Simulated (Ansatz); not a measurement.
# CoO: the cost of one run

Program: Ansatz 0.2.0. Level of theory: DFT PBEsol, scalar-relativistic, plane waves, PAW. These are calculated values, not measurements.

4 further runs of the same task are left out: 2 for a known fault of the program, 1 that didn't finish, 1 set aside as unsound or not needed.

### Step 1. The system as given

The structure is trigonal, space group R-3m (No. 166). The conventional cell has a = 3.011 Å, b = 3.011 Å, c = 7.320 Å, α = 90.00°, β = 90.00°, γ = 120.00°. Co (site symmetry -3m) is surrounded by 6 O at 2.12 Å. Around O (site symmetry -3m) lie 6 Co at 2.12 Å.

As a file:

```cif
data_structure
_symmetry_space_group_name_H-M 'P 1'
_symmetry_Int_Tables_number 1
_cell_length_a 2.9959
_cell_length_b 2.9959
_cell_length_c 2.9959
_cell_angle_alpha 60.333
_cell_angle_beta 60.333
_cell_angle_gamma 60.333
_cell_volume 19.16
loop_
_atom_site_label
_atom_site_type_symbol
_atom_site_fract_x
_atom_site_fract_y
_atom_site_fract_z
_atom_site_occupancy
Co1 Co 0.00000 0.00000 0.00000 1
O1 O 0.50000 0.50000 0.50000 1
```

### Step 2. Single point

input.yaml reads:

```yaml
crystal:
  lattice:
    - [1.5054695445, 0.8691832468, 2.4399269062]
    - [-1.5054695445, 0.8691832468, 2.4399269062]
    - [0.0, -1.7383664936, 2.4399269062]
  atoms:
    - { symbol: Co, position: [0.0, 0.0, 0.0], spin: 3.0 }
    - { symbol: O, position: [0.5, 0.5, 0.5], spin: 1.0 }
basis:
  ecutwfc: 520.0
kpoints:
  mp_grid: { grid: [9, 9, 9] }
hamiltonian:
  xc: pbesol
  pseudopotentials: { kind: paw, azcp: { folder: soft_1 } }
scf:
  occupations: { method: gaussian, width: 0.1 }
  lower_state_search: "off"
output:
  forces: true
  stress: true
  eigenvalues: true
  populations: true
magnetization:
  spin_polarized: true
```

Launch:

```console
> ansatz run input.yaml --threads 2 --pin off --max-ram 4096MiB --backend cpu --events-out ev --progress --plain --runs-dir out
```

**Question.** How long does this run take on 2 threads of Arm Neoverse N1, shared host, and how much memory does it need?

About 6.8 s, with a peak of 0.32 GiB.
